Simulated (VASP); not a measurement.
A run of VASP 6.6.1 is set up as follows.

INCAR

```
PREC = Accurate ; ENCUT = 520
EDIFF = 1E-6 ; ISMEAR = 0
SIGMA = 0.05 ; LREAL = F
LASPH = T ; NELM = 100
ALGO = Fast ; ISIF = 2
LWAVE = F ; LCHARG = T
GGA = PE ; IVDW = 12
LELF = T ; LVHAR = T
NBANDS = 28
```

File KPOINTS:

```
Automatic mesh
0
Gamma
  10 6 8
```

POSCAR

```
SnO
1.0
    3.3550050000      0.0000000000      0.0000000000
    0.0000000000      5.6741040000      0.0000000000
    0.0000000000      0.0000000000      4.2219700000
Sn O
2 2
Direct
    0.0000000000      0.2319090000      0.5131440000
    0.5000000000      0.7680910000      0.0131440000
    0.0000000000      0.8912500000      0.7368570000
    0.5000000000      0.1087500000      0.2368570000
```

Potentials or basis: VASP PAW PBE potentials, release 64 (Sn_d, O).

The run is started by

```console
$ cat potpaw_PBE.64/Sn_d/POTCAR potpaw_PBE.64/O/POTCAR > POTCAR
$ mpirun -np 1 vasp_std > vasp.out
```

Q: What does it give for the largest force?

A: 0.064 eV/Å.

Q: Estimate the band gap on the k mesh.

A: 1.35 eV, indirect (least direct gap 1.98 eV).

Q: Predict the pressure.

A: -1.1 GPa.

Q: Predict the dispersion energy per atom.

A: -0.206 eV.

Forces in eV/Å, atoms in the order of the input:
```
Sn   0.000 -0.033  0.004
Sn   0.000  0.033  0.004
O    0.000  0.064 -0.004
O    0.000 -0.064 -0.004
```

Caveat: spin-orbit coupling is left out, which moves the levels of the heavy elements. A k mesh can miss the band edges.
